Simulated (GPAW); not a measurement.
# Al (P-1) in GPAW: single point with PBE

Aim: the single point of Al with PBE.

Everything below comes from runs of GPAW 26.7.0. Logs are shortened: lines on timing, memory, paths and dates and some standing lists are left out, and cuts for length are marked. The log counts tension as positive stress, the text compression.

### 1 The cell of the first run

The typed cell holds 1 atom: a = 2.839 Å, b = 2.840 Å, c = 2.869 Å, α = 60.19°, β = 62.21°, γ = 59.49°.

### 2 Single point, PBE (cell sheared at random, sigma 0.03, atoms nudged by 0.01 Å)

The input, run.py:

```python
from ase.dft.bandgap import bandgap
from ase.io import read, write
from ase.units import GPa
from gpaw import GPAW, PW

atoms = read('POSCAR')

calc = GPAW(mode=PW(500),
            xc='PBE',
            kpts={'size': (9, 9, 9), 'gamma': True},
            occupations={'name': 'fermi-dirac', 'width': 0.05},
            nbands=7,
            maxiter=120,
            txt='gpaw.txt')
atoms.calc = calc
energy = atoms.get_potential_energy()
forces = atoms.get_forces()
stress = atoms.get_stress()
calc.write('gs.gpw')
write('result.traj', atoms)
print(f'Energy: {energy:.6f} eV')
print('Forces (eV/A):')
print(forces.round(4))
print('Stress (GPa):', (stress / GPa).round(3))
print('Fermi level:', round(calc.get_fermi_level(), 4), 'eV')
print(f'Gap: {bandgap(calc)[0]:.4f} eV, direct: {bandgap(calc, direct=True)[0]:.4f} eV')
```

The input, POSCAR:

```
Al
1.0
   -0.0204552100      1.9706540500      2.0438328400
    2.0026569100      0.0099662700      2.0134113600
    2.0592944800      1.9968701300     -0.0466712900
Al
1
Direct
    0.0000000000      0.0000000000      0.0000000000
```

Potentials or basis: GPAW PAW data sets (gpaw-data 1.2.1), pw.

Command:

```
OMP_NUM_THREADS=1 python run.py
```

gpaw.txt:

```text
__  _  _
 | _ |_)|_||  |
 |__||  | ||/\| - 26.7.0

Input parameters:
  mode=PW(ecut=500.0),
  kpts=MonkhorstPack(size=(9, 9, 9), gamma=True),
  maxiter=120,
  nbands=7,
  occupations=Occupations(name='fermi-dirac', width=0.05),
  xc=XC(name='PBE')

Diagonalizing LCAO Hamiltonian
Converting LCAO to pw mode

       Al

Atoms  # Å, Bohr magnetons
|   | symbol |        x |        y |        z |    initial magnetic moments |
|---|--------|----------|----------|----------|-----------------------------|
| 0 |     Al | 0.000000 | 0.000000 | 0.000000 | ( 0.0000,  0.0000,  0.0000) |

Unit cell  # Å
| periodic |         x |        y |         z |  lengths |    angles |
|----------|-----------|----------|-----------|----------|-----------|
|      yes | -0.020455 | 1.970654 |  2.043833 | 2.839216 | 60.190867 |
|      yes |  2.002657 | 0.009966 |  2.013411 | 2.839817 | 62.209844 |
|      yes |  2.059294 | 1.996870 | -0.046671 | 2.868861 | 59.487265 |

Number of symmetries: 2
Symmetry operations  # r_c * U_cc + t_c -> r_c
|   | kind |            matrix            |
|---|------|------------------------------|
| 0 |  E   |  1, 0, 0,  0, 1, 0,  0, 0, 1 |
| 1 |  i   | -1, 0, 0,  0,-1, 0,  0, 0,-1 |

BZ-sampling:
  Number of BZ points: 729
  Number of IBZ points: 365

  Monkhorst-Pack size: [9, 9, 9]
  Monkhorst-Pack shift: [0, 0, 0]

K-points  # in reciprocal-cell coordinates
|     |                                coordinates |     weight |
|-----|--------------------------------------------|------------|
|   0 | (  0.00000000,   0.00000000,   0.00000000) | 0.00137174 |
|   1 | (  0.00000000,   0.00000000,   0.11111111) | 0.00274348 |
|   2 | (  0.00000000,   0.00000000,   0.22222222) | 0.00274348 |
|   3 | (  0.00000000,   0.00000000,   0.33333333) | 0.00274348 |
|   4 | (  0.00000000,   0.00000000,   0.44444444) | 0.00274348 |
|   5 | (  0.00000000,   0.11111111,  -0.44444444) | 0.00274348 |
|   6 | (  0.00000000,   0.11111111,  -0.33333333) | 0.00274348 |
|   7 | (  0.00000000,   0.11111111,  -0.22222222) | 0.00274348 |
|   8 | (  0.00000000,   0.11111111,  -0.11111111) | 0.00274348 |
|   9 | (  0.00000000,   0.11111111,   0.00000000) | 0.00274348 |
| ... |                                            |            |
| 364 | (  0.44444444,   0.44444444,   0.44444444) | 0.00274348 |

Plane wave coefficients: 432
Cutoff: 500.0 eV

Spin-components: 1 (collinear spins)
Bands:           7
Projectors:      5
Spin-degeneracy: 2
Datatype:        complex128

Parallelization:
  kpt:    1
  domain: 1
  band:   1

Density:
  Valence electrons: 3.0
  Components: 1
  Grid points: [15 15 15]
  Charge: 0.0  # |e|

Potential:
  Grid points: [15 15 15]

species:
  Al:
    name:    Aluminium
    Z:       13.0
    valence: 3
    core:    10
    charge:  0.0  # [|e|]
    compensation charges:
      type: gauss
      rc: 0.34  # [Å]
      lmax: 2
    cutoffs:
      filter: 1.91  # [Å]
      core: 2.36  # [Å]
    projectors
    | kind |    occ | energy [eV] | rcut [Å] |
    |------|--------|-------------|----------|
    |   3s |  2.000 |      -7.753 |    1.085 |
    |   3p |  1.000 |      -2.712 |    1.085 |
    |    s |        |      19.459 |    1.085 |
    |    p |        |      24.499 |    1.085 |
    |    d |        |       0.000 |    1.085 |

    Using partial waves for Al as LCAO basis

Reference energy: -6603.423265  # eV

eigensolver:
  PPCG
  Converge bands: occupied
  niter=2

density mixing:
  MSR1-Mixer
  Pratt-step length: 0.05
  Maximum mixing coefficient: 0.75
  Old densities: 10
  SVD Regularization: 0.005
  Good broyden scale: 1.0
  Trust region scale: 1.0
  Backstep threshold: 4.0
  History deletion threshold: 6.0
  Fourier metric: weight=20.0, sigma=0.015

occupation numbers:
  Fermi-Dirac:
    width: 0.0500  # eV

poisson solver:
  ecut: 4000.0  # eV

xc functional:
  name: PBE with 2 nearest neighbor stencil

convergence criteria:
- Maximum [total energy] change in last 3 cyles: 0.0005 eV / valence electron
- Maximum integral of absolute [dens]ity change: 0.0001 electrons / valence electron
- Maximum integral of absolute [eigenst]ate change: 4e-08 eV^2 / valence electron
maximum number of iterations: 120

SCF iterations
|iter     | |      energy | eigst |  dens |
|---------|-|-------------|-------|-------|
|iter:   1| |   -3.707502 | -0.26 |       |
|iter:   2| |   -3.707721 | -3.48 | -0.97 |
|iter:   3| |   -3.707675c| -3.41 | -0.99 |
|iter:   4| |   -3.707966c| -4.04 | -1.55 |
|iter:   5| |   -3.707971c| -6.05 | -2.92 |
|iter:   6| |   -3.707973c| -6.57 | -3.35 |
|iter:   7| |   -3.707973c| -8.58c| -4.62c|

Converged in 7 steps
Energy contributions relative to reference atoms: (reference = -6603.423265)

Energy contributions:
  Kinetic:           3.631208
  Coulomb:          -1.717355
  Zero:             -0.006380
  External:          0.000000
  Xc:               -5.613128
  Entropy:          -0.004635
  Spinorbit:         0.000000
  ----------------------------
  Free energy:      -3.710290
  Extrapolated:     -3.707973

dipole moment: (-6.933329, -6.823525, -6.880279)  # |e|*Ang

Fermi level: 7.123
Eigenvalues  # (at kpt = [0.000, 0.000, 0.000])
| band index |      eig [eV] | occ [0-2] |
|------------|---------------|-----------|
|          0 |        -3.990 |     2.000 |
|          1 |        18.958 |     0.000 |
|          2 |        19.974 |     0.000 |
|          3 |        20.266 |     0.000 |
|          4 |        20.358 |     0.000 |
|          5 |        21.202 |     0.000 |
|          6 |        21.862 |     0.000 |

No gap
No difference between direct/indirect transitions

Forces  # eV/Ang
|       x |       y |       z |
|---------|---------|---------|
| 0.00000 | 0.00000 | 0.00000 |  # Al   0

Stress tensor  # eV/Ang^3
|         x |         y |        z |
|-----------|-----------|----------|
|  0.003103 | -0.000623 | 0.001363 |
| -0.000623 | -0.005326 | 0.000630 |
|  0.001363 |  0.000630 | 0.001608 |

# Writing to gs.gpw (mode='')
```

Wall time 14 s (1 thread of Arm Neoverse V2, shared host); peak memory 0.16 GiB.

Results:

| Quantity | Value |
| --- | --- |
| Free energy | -3.7103 eV |
| Pressure | 0.0 GPa |
| Band gap on the k mesh | none (metal or under the smearing width) |

Stress tensor (GPa, compression positive):
```
-0.50  0.10 -0.22
 0.10  0.85 -0.10
-0.22 -0.10 -0.26
```

Levels at points of the mesh, in eV from the Fermi level:
| k point | band 1 | band 2 | band 3 | band 4 |
| --- | --- | --- | --- | --- |
| (0.00, 0.00, 0.00) | -11.11 | 11.84 | 12.85 | 13.14 |

Caveat: the cutoff is short for stress and forces, so pressures can be off by a GPa or more.
